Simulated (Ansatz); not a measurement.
## A computed series for AlSb: pressure series

Start from AlSb in the zinc blende structure (space group F-43m, No. 216; a = 6.226 Å).

Cell and atoms are relaxed at each pressure.

Computed with DFT with PBE, PAW potentials and a 420 eV plane-wave cutoff in Ansatz (a first-principles code), no spin-orbit coupling.

Q: Only one of these has a direct gap. Which?
(A) pressure 0.7 GPa
(B) pressure −2 GPa
(C) pressure 0.3 GPa
(D) pressure 5 GPa

A: B, pressure −2 GPa. Computed: pressure 0.7 GPa: indirect, Γ → Γ–X (85 % along); pressure 5 GPa: indirect, Γ → X; pressure −2 GPa: direct at Γ; pressure 0.3 GPa: indirect, Γ → L

With Sb present, leaving out spin-orbit coupling can change the band edges. Load acts through the strain it causes; cell and atoms are relaxed under it. Whether these cells are dynamically stable was not tested. Tetrahedral semiconductors of this kind turn to denser phases somewhere between about 1 and 50 GPa; those were not computed, so compressed cells here can lie past the real transition.
